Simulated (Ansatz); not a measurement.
## Ionic part of the dielectric constant of MgO at -5.9 GPa, mode by mode

Computed with Ansatz, DFT PBEsol, scalar-relativistic, plane waves, PAW. Plane waves to 420 eV; Γ-centred k mesh 10×10×10; fixed occupations. No spin polarisation. Phonons by linear response, acoustic sum rule imposed.

Symmetry: Fm-3m, No. 225, cubic system. Conventional cell: a = 4.272 Å, b = 4.272 Å, c = 4.272 Å, α = 90.00°, β = 90.00°, γ = 90.00°. Around Mg (site symmetry m-3m) lie 6 O at 2.14 Å. Around O (site symmetry m-3m) lie 6 Mg at 2.14 Å.

The cell is the ideal cubic rocksalt prototype.

The primitive cell has V = 19.49 Å³ and ε∞,xx = 3.299. Each polar mode adds Δε = (4.92064×10⁷/V)·S/ν² along x, with S its oscillator strength in e²/amu, ν in cm⁻¹ and V in Å³.

Question: From these modes, find each Δε and ε0,xx.
| ν (cm⁻¹) | S_xx (e²/amu) |
| --- | --- |
| 349.5 | 0.4137 |

Answer:
```
ν (cm⁻¹)    Δε
   349.5  8.55
```

The sum is 8.546, so ε0,xx = 11.85; the run's tensor has 11.85.

Question: Where do the longitudinal modes lie for a wave vector along x?

Answer: At 662 cm⁻¹. The Lyddane–Sachs–Teller product Π(ν_LO/ν_TO)² = 3.59 matches ε0/ε∞ = 3.59.

Lattice polarisation dominates the static response of this stretched MgO: the single polar mode adds 8.55, against an electronic constant of 3.299. In rocksalt the Mg and O sublattices move rigidly against each other, so one triply degenerate mode carries all the infrared strength. That strength, taken with the reduced mass, implies effective charges close to the formal ionic ones, as expected for a strongly ionic oxide with little dynamical charge transfer. The large Δε therefore owes more to a soft restoring force than to anomalous charges.

The transverse mode lies below, and ε0 above, the values familiar for MgO at ambient pressure. Tension is the probable main cause: longer Mg–O contacts weaken the short-range repulsion that opposes the long-range dipolar forces, and the inverse-square dependence on frequency amplifies the softening. The Lyddane–Sachs–Teller agreement shows internal consistency, not accuracy, since the relation holds for any harmonic crystal of this kind. A single volume cannot separate the effect of tension from the functional's own error in the frequency.
